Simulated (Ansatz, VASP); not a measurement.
**Ag: VASP beside Ansatz**

Contents of INCAR:

```
ALGO = Fast
EDIFF = 1E-7
ENCUT = 520
GGA = PE
ISIF = 2
ISMEAR = 0
LASPH = True
LCHARG = False
LREAL = False
LWAVE = False
NBANDS = 12
NELM = 80
PREC = Accurate
SIGMA = 0.15
```

File KPOINTS:

```
k-points
0
Gamma
  24 24 24
```

POSCAR

```
Ag
1.0
    0.0000000000      1.9180760216      2.0735956990
    1.9180760216      0.0000000000      2.0735956990
    1.9180760216      1.9180760216      0.0000000000
Ag
1
Direct
    0.0000000000      0.0000000000      0.0000000000
```

Input for Ansatz:

```yaml
crystal:
  lattice:
    - [0.0, 1.9180760216, 2.073595699]
    - [1.9180760216, 0.0, 2.073595699]
    - [1.9180760216, 1.9180760216, 0.0]
  atoms:
    - { symbol: Ag, position: [0.0, 0.0, 0.0] }
basis:
  ecutwfc: 420
kpoints:
  mp_grid: { grid: [24, 24, 24] }
hamiltonian:
  xc: pbe
scf:
  occupations: { method: gaussian, width: 0.15 }
output:
  forces: true
  stress: true
  eigenvalues: true
```

Change from the starting cell: strain -0.0750 x Voigt [1, 1, 0, 0, 0, 0], atoms carried along.

Alike in both runs: task single point; functional PBE; k mesh 24 × 24 × 24; occupations gaussian, width 0.15 eV; no spin polarisation.

|  | VASP | Ansatz |
| --- | --- | --- |
| version | VASP 6.6.1 | Ansatz 0.2.0 |
| potentials or method | VASP PAW PBE potentials, release 64 (Ag) | scalar-relativistic, plane waves, PAW |
| plane-wave cutoff (eV) | 520 | 420 |
| valence electrons in the cell | 11 | 19 |

VASP gave:

* gap on the k mesh at the Fermi level (eV): none
* pressure (GPa): 22.4
* largest component of the traceless stress (GPa): 4.10

Task: Which values does Ansatz return?

Result: gap on the k mesh at the Fermi level (eV): none; pressure (GPa): 22.7; largest component of the traceless stress (GPa): 4.14.

A gap of «none» marks a metal or a gap that the smearing closes. The two sets of potentials don't hold the same shells in valence.

Caveats: so large a pressure means that the cell lies far from this level's equilibrium, or that cutoff or potentials fall short (VASP).
